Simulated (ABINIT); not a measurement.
Here is an ABINIT 10.8.3 (patched build) calculation.

run.abi

```
# Datasets: ground state, then fixed potential
ndtset 2

# Pseudopotentials
pp_dirpath "./"
pseudos "Ge.GGA_PBE-JTH.xml"

# Structure
acell 3*1.0 Angstrom
rprim
     0.0000000000     2.8289100000     2.8289100000
     2.8289100000     0.0000000000     2.8289100000
     2.8289100000     2.8289100000     0.0000000000
ntypat 1
znucl 32
natom 2
typat 1 1
xred
     0.7500000000     0.7500000000     0.7500000000
     0.5000000000     0.5000000000     0.5000000000

# Plane-wave basis
ecut 544.227725 eV
pawecutdg 40.0

# Exchange and correlation
ixc 11

# Bands and occupations
occopt 3
tsmear 0.00183747

# SCF cycle
nstep 100

# Output
iomode 3
prtwf 0
prteig 0
prtebands 0
enunit 1
prtden1 1

# Dataset 1
kptopt1 1
ngkpt1 8 8 8
nshiftk1 1
shiftk1 0.0 0.0 0.0
nband1 18
tolvrs1 1.0e-9

# Dataset 2: bands along G-X-W-K-G-L-U-W-L-K
iscf2 -2
getden2 1
nband2 22
nbdbuf2 2
tolwfr2 1.0e-12
kptopt2 -9
ndivsm2 5
prteig2 1
kptbounds2
     0.0000000000     0.0000000000     0.0000000000
     0.5000000000     0.0000000000     0.5000000000
     0.5000000000     0.2500000000     0.7500000000
     0.3750000000     0.3750000000     0.7500000000
     0.0000000000     0.0000000000     0.0000000000
     0.5000000000     0.5000000000     0.5000000000
     0.6250000000     0.2500000000     0.6250000000
     0.5000000000     0.2500000000     0.7500000000
     0.5000000000     0.5000000000     0.5000000000
     0.3750000000     0.3750000000     0.7500000000
```

Potentials or basis: JTH PAW PBE v2.0.

Launch:

```sh
$ abinit run.abi > log 2>&1
```

(1) What does it give for the band gap on the k mesh?

## Answers

(1) none (metal or under the smearing width).

Caveat: this crystal is a semiconductor, whose small gap the functional closes, so the metal is an error of the method.

**Measured values to compare with.**

“Temperature-dependent photoluminescence in Ge: experiment and theory”, 2020, arxiv:2003.00143 reports, for a bulk crystal of Ge at 0 K: band gap 0.744 eV (indirect).

Measured gap of Ge: 0.744 eV (indirect; 0 K; “Temperature-dependent photoluminescence in Ge: experiment and theory”, 2020, arxiv:2003.00143). This calculation gives 0.00 eV (-0.74 eV). 3 values of this kind are on record (0.666 to 0.807 eV); this one was drawn at random among those near their median. Spin-orbit coupling on Ge is left out. The value is that of PBE on a finite k mesh, which can miss the band edges, without temperature or zero-point motion. Semilocal functionals fall short of measured gaps as a rule.
